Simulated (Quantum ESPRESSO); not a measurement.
## GaN under changes of volume

One of the cells (11.444 Å³/atom); the others are scaled copies at fixed shape and fractional positions:

```
Ga N
1.0
     0.00000    2.25350    2.25350
     2.25350    0.00000    2.25350
     2.25350    2.25350    0.00000
Ga N
1 1
Direct
  0.00000 0.00000 0.00000
  0.25000 0.25000 0.25000
```

The cell is a database's computed one.

| Property | Result |
| --- | --- |
| Program | Quantum ESPRESSO 7.5 |
| Functional | PBE |
| Dispersion | D3(BJ) |
| Potentials or basis | PseudoDojo 0.4.1 SR PBE standard |
| Cutoff | 1143 eV |
| Density cutoff | 4572 eV |
| k mesh | 10 × 10 × 10 |
| Occupations | fermi-dirac, width 0.05 eV |
| Spin | no spin polarisation |

| volume (Å³/atom) | energy over the lowest point (meV/atom) | pressure (GPa) | gap on the mesh (eV) |
| --- | --- | --- | --- |
| 10.757 | 35.89 | 15.4 | 2.16 |
| 10.986 | ? | ? | ? |
| 11.215 | 5.88 | 6.0 | 1.89 |
| 11.444 | 0.24 | 2.0 | 1.76 |
| 11.673 | 0.00 | -1.6 | 1.63 |
| 11.902 | 4.61 | -4.8 | 1.50 |
| 12.131 | 13.59 | -7.7 | 1.38 |

Question: What does the run at 10.986 Å³/atom give?

Answer: Energy over the lowest point 17.54 meV/atom; pressure 10.4 GPa; gap on the mesh 2.03 eV.

Worked out: A Birch-Murnaghan fit of order 3 (a polynomial in V^(-2/3)) to the other rows has its minimum at 11.57 Å³/atom with B0 = V·E''(V) = 180 GPa and B' = 4.4. It gives 17.54 meV/atom at 10.986 Å³/atom, against the run's 17.54, and -dE/dV = 10.4 GPa, against 10.4. A straight line through the other rows of the gap, of slope -6.5 eV per unit of ln V (its deformation potential), gives 2.02 eV, against the run's 2.03.

Energies are extrapolated to zero smearing.

Spin-orbit coupling on Ga is left out.
